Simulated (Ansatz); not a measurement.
# Nb4H: the cost of one run

Computed with Ansatz 0.2.0 (DFT PBE, scalar-relativistic, plane waves, PAW, unless a step's input says otherwise).

3 further runs of the same task are left out: 1 that didn't finish, 2 set aside as unsound or not needed.

## (1) The starting structure

The structure is monoclinic, space group Pm (No. 6). Conventional cell: a = 2.983 Å, b = 4.218 Å, c = 19.813 Å, α = 90.00°, β = 90.00°, γ = 90.00°. Nb (site symmetry m) is surrounded by 7 Nb at 2.98 to 3.07 Å. Nb (site symmetry m) has 11 Nb at 2.82 to 3.03 Å as nearest neighbours. Nb (site symmetry m) has 11 Nb at 2.87 to 3.07 Å as nearest neighbours. Nb (site symmetry m) is surrounded by 1 H at 1.82 Å. H (site symmetry m) has 1 Nb at 1.82 Å as nearest neighbours.

Structure file:

```cif
data_structure
_symmetry_space_group_name_H-M 'Pm'
_symmetry_Int_Tables_number 6
_cell_length_a 2.9829
_cell_length_b 4.2185
_cell_length_c 19.8128
_cell_angle_alpha 90.000
_cell_angle_beta 90.000
_cell_angle_gamma 90.000
_cell_volume 249.31
loop_
_atom_site_label
_atom_site_type_symbol
_atom_site_symmetry_multiplicity
_atom_site_Wyckoff_symbol
_atom_site_fract_x
_atom_site_fract_y
_atom_site_fract_z
_atom_site_occupancy
Nb1 Nb 1 b 0.50000 0.50000 0.20189 1
Nb2 Nb 1 a 0.00000 0.00000 0.27717 1
Nb3 Nb 1 b 0.50000 0.50000 0.35696 1
Nb4 Nb 1 a 0.00000 0.00000 0.41957 1
H1 H 1 a 0.16667 0.00000 0.50776 1
```

This is the geometry of the first run shown, built on a cell relaxed beforehand with the same method.

## (2) The scan

Atoms count from 1 in the order of the input.

H is moved over the surface cell; relaxed at each place: the height of the adsorbate's atoms; substrate rigid; the origin of the map has the adsorbate above Nb4.

The axes are (1) position of H5 along the first surface vector, from above Nb4: 6 values from 0.000 to 0.833, periodic; (2) position of H5 along the second surface vector, from above Nb4: 10 values from 0.0 to 0.9, periodic.

Relaxed at each point: the height of the adsorbate's atoms; substrate rigid. Points are written as (first, second).

The two vectors of the plane (Å): (2.983, 0.000, 0.000); (0.000, 4.218, 0.000).

## (3) Grid point (1/6, 0/10) of the map's two axes

Input file input.yaml:

```yaml
crystal:
  lattice:
    - [2.9829001615, 0.0, 0.0]
    - [0.0, 4.2184578637, 0.0]
    - [0.0, 0.0, 19.8127690725]
  atoms:
    - { symbol: Nb, position: [0.5, 0.5, 0.2018900026] }
    - { symbol: Nb, position: [0.0, 0.0, 0.2771672178] }
    - { symbol: Nb, position: [0.5, 0.5, 0.3569599732] }
    - { symbol: Nb, position: [0.0, 0.0, 0.4195662425] }
    - { symbol: H, position: [0.1666666667, 0.0, 0.5077602975] }
basis:
  ecutwfc: 420
kpoints:
  mp_grid: { grid: [9, 6, 1] }
hamiltonian:
  xc: pbe
scf:
  occupations: { method: gaussian, width: 0.1 }
output:
  forces: true
  eigenvalues: true
relax:
  adjacent_minimum: "off"
  f_tol: 0.025
  max_steps: 16
  constraints: [{ sites: [0, 1, 2, 3] }, { sites: [4], fix: xy }]
efield:
  axis: 3
  dipole_correction: true
  ramp_width: 0.04
```

Launch:

```sh
> ansatz run input.yaml --threads 1 --pin off --max-ram 3072MiB --backend cpu --events-out ev --progress --plain --runs-dir out
```

**Question.** How long does this run take on 1 thread of Arm Neoverse V1, shared host, and how much memory does it need?

About 47 s, with a peak of 0.44 GiB.
